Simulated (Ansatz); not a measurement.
A single-point calculation of zincblende InSb with Ansatz 0.2.0, at the level r2SCAN. The cell was relaxed with r2SCAN and then strained (epitaxial +2.0 % in the xy plane, free normal strain -2.19 %), with the atoms relaxed again with r2SCAN; k points keep the names of the unstrained zone.

Input (YAML):
```yaml
crystal:
  lattice:
    - [0.0, 3.3451032682, 3.207816439]
    - [3.3451032682, 0.0, 3.207816439]
    - [3.3451032682, 3.3451032682, 0.0]
  atoms:
    - { symbol: In, position: [0.0, 0.0, 0.0] }
    - { symbol: Sb, position: [0.25, 0.25, 0.25] }
kpoints:
  mp_grid: { grid: [6, 6, 6] }
  band_path:
    path:
      - [0.0, 0.0, 0.0]
      - [-0.5, -0.5, 0.0]
      - [-0.375, -0.375, 0.25]
      - [-0.375, 0.0, 0.375]
      - [0.0, 0.0, 0.5]
      - [-0.5, -0.25, 0.25]
      - [-0.022624, 0.0, -0.022624]
    npoints: 1
hamiltonian:
  xc: r2scan
scf:
  occupations: { method: fermi_dirac, width: 0.02 }
  n_extra_bands: 4
output:
  forces: true
  stress: true
  eigenvalues: true
```

Command: `ansatz run input.yaml --threads 4 --pin off --max-ram 4608MiB --backend cpu --events-out ev --progress --plain --runs-dir out`. Wall time 2.1 s on 4 threads of Intel(R) Xeon(R) Platinum 8488C (Sapphire Rapids), on a shared host, load about 0.4 per core; peak host memory 0.65 GiB.

The log, with set-up remarks and timings taken out:
```
Pseudopotential: In, paw, valence charge 13, recommended cutoff 500 eV (meta_gga)
Pseudopotential: Sb, paw, valence charge 15, recommended cutoff 500 eV (meta_gga)
Functional definition: r2SCAN
Crystal: 2 atoms, lattice volume = 71.789 Å³
Basis set: ecut = 500 eV, 1843 PW (Γ)
Bands: 18, of which v1, the nominal top of the filled ones, is band 14 counted from 1 (13 counted from 0)
Symmetry: 8 space group operations
Space group: I-4m2 (ITA 119)
k-points: 30 of 216 (time reversal used)
SCF iter   1: HF=-12111.406183 eV  Δρ=5.92e-3  dr2=1.41e-2
SCF iter   2: HF=-12111.411813 eV  Δρ=1.87e-3  dr2=1.61e-3
SCF iter   3: HF=-12111.412229 eV  Δρ=8.10e-4  dr2=2.42e-4
SCF iter   4: HF=-12111.412281 eV  Δρ=1.12e-4  dr2=5.51e-6
SCF iter   5: HF=-12111.412282 eV  Δρ=2.05e-5  dr2=2.11e-7
SCF iter   6: HF=-12111.412282 eV  Δρ=4.10e-6  dr2=6.62e-9
SCF 1 converged in 6 iterations: F = -12111.412282 eV  dr2 = 6.62e-9
Free energy (F): -12111.412282 eV
Internal energy: -12111.412257 eV  (E = F + TS)
E sigma→0 (E₀):  -12111.412269 eV
Entropy (-TS):   -0.000025 eV (-0.013 meV/atom)
Fermi energy:    6.558537 eV
--- Stress (GPa, compression-positive) ---
       -1.093173       0.000000       0.000000
        0.000000      -1.093173       0.000000
        0.000000       0.000000       0.007952
  P = ⅓ Tr σ = -0.7261 GPa (-7.261 kbar)
```

The file bands.tsv (bands near the Fermi energy, numbered from 0, rounded):
```tsv
# k_distance	band_9	band_10	band_11	band_12	band_13	band_14	band_15	band_16	band_17
# fermi_ev = 6.558537
# [0, 0, 0] at k_distance = 0.000000
# [-0.5, -0.5, 0] at k_distance = 0.979355
# [-0.375, -0.375, 0.25] at k_distance = 1.311399
# [-0.375, 0, 0.375] at k_distance = 1.890691
# [0, 0, 0.5] at k_distance = 2.469982
# [-0.5, -0.25, 0.25] at k_distance = 3.148430
# [-0.022624, 0, -0.022624] at k_distance = 4.235374
# levels_relative_to = fermi_ev
0.000	-14.987	-10.804	-0.140	-0.105	-0.105	0.089	3.134	3.236	3.236
0.979	-14.978	-8.842	-5.734	-2.346	-2.346	1.331	1.496	8.403	8.403
1.311	-14.982	-8.917	-5.650	-3.008	-2.016	1.670	3.643	6.526	6.674
1.891	-14.988	-8.974	-5.766	-3.014	-1.799	1.939	4.010	6.460	6.547
2.470	-14.984	-9.495	-5.544	-1.128	-0.871	0.677	3.966	4.182	6.461
3.148	-14.985	-8.871	-5.732	-2.773	-2.626	3.457	4.039	4.430	5.144
4.235	-14.987	-10.798	-0.460	-0.125	0.067	0.213	3.158	3.214	3.272
```
In order the rows are Γ, X, U, K, L, W, (-0.023, 0, -0.023).

r2SCAN shows no clear gap: PBE's bands cross or nearly cross beside k = (-0.023, 0, -0.023), and the 0.15 eV read at that one point says little, since a crossing moves with the functional. Edges are sought over the mesh and the listed points. The mean pressure at these positions is -0.73 GPa, compression counted positive.

(Simulation; spin polarisation is off.)

No spin-orbit coupling is included; it can move band edges with weight on the heavy atoms by tenths of an eV.
